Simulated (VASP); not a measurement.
LiF:

```xyz
4
Lattice="3.0810 0.0000 0.0000 -1.5405 2.6682 0.0000 0.0000 0.0000 4.7853" Properties=species:S:1:pos:R:3 pbc="T T T"
Li    0.0000    1.7788   -0.0356
Li    1.5405    0.8894    2.3571
F     0.0000    1.7788    1.8301
F     1.5405    0.8894    4.2227
```

The cell was built by a generator and needn't be a form met in nature.

Program: VASP 6.6.1. Alike in all runs: task single point; no spin polarisation; cell as given; cutoff (eV) 520; smearing gaussian 0.01 eV.

Q: Order these runs on this cell by their band gap on the k mesh, lowest first.
A. level LDA; potentials or basis VASP PAW LDA potentials, release 64 (Li_sv, F); k mesh 12 × 12 × 6
B. level HSE06; potentials or basis VASP PAW PBE potentials, release 64 (Li_sv, F); k mesh 6 × 6 × 4; exchange at q = 0 truncated; grid for exact exchange (PRECFOCK) Normal; screening parameter 0.2079 1/A
C. level r2SCAN; potentials or basis VASP PAW PBE potentials, release 64 (Li_sv, F); k mesh 12 × 12 × 6

A: A (7.52 eV), C (8.68 eV), B (10.00 eV).

A k mesh can miss the band edges.

Runs at the PBE level aren't shown here.
